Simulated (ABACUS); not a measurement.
W under changes of volume

One of the cells (16.731 Å³/atom); the others are scaled copies at fixed shape and fractional positions:

```xyz
1
Lattice="0.0000 2.0300 2.0300 2.0300 0.0000 2.0300 2.0300 2.0300 0.0000" Properties=species:S:1:pos:R:3 pbc="T T T"
W     0.0000    0.0000    0.0000
```

This isn't the form of W at room conditions, which is bcc.

```yaml
Program: ABACUS 3.10.1
Functional: PBE
Potentials_or_basis: PseudoDojo NC SR 0.4.1 PBE standard
Cutoff: 1007 eV
Density_cutoff: 4027 eV
Basis: plane waves
k_mesh: 11 × 11 × 11
Occupations: fermi-dirac, width 0.05 eV
Spin: no spin polarisation
```

```csv
volume (Å³/atom),energy over the lowest point (meV/atom),pressure (GPa)
15.727,31.14,14.5
16.062,8.48,7.3
16.396,0.00,1.0
16.731,4.26,-4.8
17.065,19.93,-9.9
17.400,45.80,-14.5
17.735,?,?
```

Q: What does the run at 17.735 Å³/atom give?

A: Energy over the lowest point 80.73 meV/atom; pressure -18.6 GPa.

Worked out: A Birch-Murnaghan fit of order 3 (a polynomial in V^(-2/3)) to the other rows has its minimum at 16.45 Å³/atom with B0 = V·E''(V) = 294 GPa and B' = 4.4. It gives 80.90 meV/atom at 17.735 Å³/atom, against the run's 80.73, and -dE/dV = -18.8 GPa, against -18.6.

Energies are extrapolated to zero smearing.
